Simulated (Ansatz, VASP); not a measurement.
## InAs: VASP beside Ansatz

The input POSCAR:

```
InAs
1.0
    0.0000000000      2.8728000000      2.8728000000
    2.8728000000      0.0000000000      2.8728000000
    2.8728000000      2.8728000000      0.0000000000
In As
1 1
Direct
    0.0000000000      0.0000000000      0.0000000000
    0.7500000000      0.7500000000      0.7500000000
```

Contents of INCAR.step1:

```
PREC     = Accurate       # precision mode
ENCUT    = 520            # plane-wave cutoff, eV
ISMEAR   = 0              # smearing method
SIGMA    = 0.03           # smearing width, eV
LREAL    = False          # projectors in reciprocal space
LASPH    = True           # aspherical terms in the spheres
NELM     = 80             # most SCF steps
NBANDS   = 16             # bands
GGA      = PE             # functional
ALGO     = Normal         # electronic algorithm
EDIFF    = 1E-4           # SCF threshold, eV
LWAVE    = True           # write WAVECAR
LCHARG   = False          # write CHGCAR
```

INCAR.step2

```
PREC     = Accurate       # precision mode
ENCUT    = 520            # plane-wave cutoff, eV
EDIFF    = 1E-6           # SCF threshold, eV
ISMEAR   = 0              # smearing method
SIGMA    = 0.03           # smearing width, eV
LREAL    = False          # projectors in reciprocal space
LASPH    = True           # aspherical terms in the spheres
NELM     = 80             # most SCF steps
ALGO     = Normal         # electronic algorithm
ISIF     = 2              # what is computed and relaxed
LWAVE    = False          # write WAVECAR
LCHARG   = False          # write CHGCAR
METAGGA  = R2SCAN         # meta-GGA
LMIXTAU  = True         
NBANDS   = 16             # bands
ISTART   = 1
```

KPOINTS

```
Automatic mesh
0
Gamma
  10 10 10
```

Input for Ansatz:

```yaml
crystal:
  lattice:
    - [0.0, 2.8728, 2.8728]
    - [2.8728, 0.0, 2.8728]
    - [2.8728, 2.8728, 0.0]
  atoms:
    - { symbol: In, position: [0.0, 0.0, 0.0] }
    - { symbol: As, position: [0.75, 0.75, 0.75] }
basis:
  ecutwfc: 500
kpoints:
  mp_grid: { grid: [10, 10, 10] }
hamiltonian:
  xc: r2scan
scf:
  occupations: { method: gaussian, width: 0.03 }
output:
  forces: true
  stress: true
  eigenvalues: true
```

Change from the starting cell: strain -0.050 along x and y, -0.050 along z, atoms carried along.

Alike in both runs: task single point; functional r2SCAN; k mesh 10 × 10 × 10; occupations gaussian, width 0.03 eV; no spin polarisation.

```csv
,VASP,Ansatz
version,VASP 6.6.1,Ansatz 0.2.0
potentials or method,"VASP PAW PBE potentials, release 64 (In_d, As)","scalar-relativistic, plane waves, PAW"
plane-wave cutoff (eV),520,500
valence electrons in the cell,18,28
```

|  | VASP | Ansatz | Ansatz less VASP |
| --- | --- | --- | --- |
| gap on the k mesh at the Fermi level (eV) | 1.10 | 1.09 | -0.009 |
| least direct gap on the mesh (eV) | 1.10 | 1.09 | -0.009 |
| pressure (GPa) | 16.3 | 16.2 | -0.05 |

The two sets of potentials don't hold the same shells in valence.

Caveats: so large a pressure means that the cell lies far from this level's equilibrium, or that cutoff or potentials fall short (VASP); the potentials were made for another functional, which shifts forces and pressure (VASP); spin-orbit coupling is left out, which moves the levels of the heavy elements. A k mesh can miss the band edges.
